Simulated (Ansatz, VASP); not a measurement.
## Two plane-wave programs on PbSe

```xyz
2
Lattice="0.0000 3.0315 3.0621 3.0928 0.0000 3.0621 3.0928 3.0315 0.0000" Properties=species:S:1:pos:R:3 pbc="T T T"
Pb    0.0000    0.0000    0.0000
Se    3.0928    3.0315    3.0621
```

Change from the starting cell: strain +0.0100 x Voigt [1, -1, 0, 0, 0, 0], atoms carried along.

Alike in both runs: task single point; functional PBE; k mesh 10 × 10 × 10; occupations gaussian, width 0.03 eV; no spin polarisation.

```csv
,VASP,Ansatz
version,VASP 6.6.1,Ansatz 0.2.0
potentials or method,"VASP PAW PBE potentials, release 64 (Pb_d, Se)","scalar-relativistic, plane waves, PAW"
plane-wave cutoff (eV),520,420
valence electrons in the cell,20,30
```

```csv
,VASP,Ansatz,Ansatz less VASP
gap on the k mesh at the Fermi level (eV),0.29,0.28,-0.005
least direct gap on the mesh (eV),0.29,0.28,-0.005
pressure (GPa),2.4,2.4,+0.02
largest component of the traceless stress (GPa),1.31,1.30,-0.004
```

The two sets of potentials don't hold the same shells in valence.

Caveats: spin-orbit coupling is left out, which as a rule narrows the gap of such compounds by several tenths of an eV.
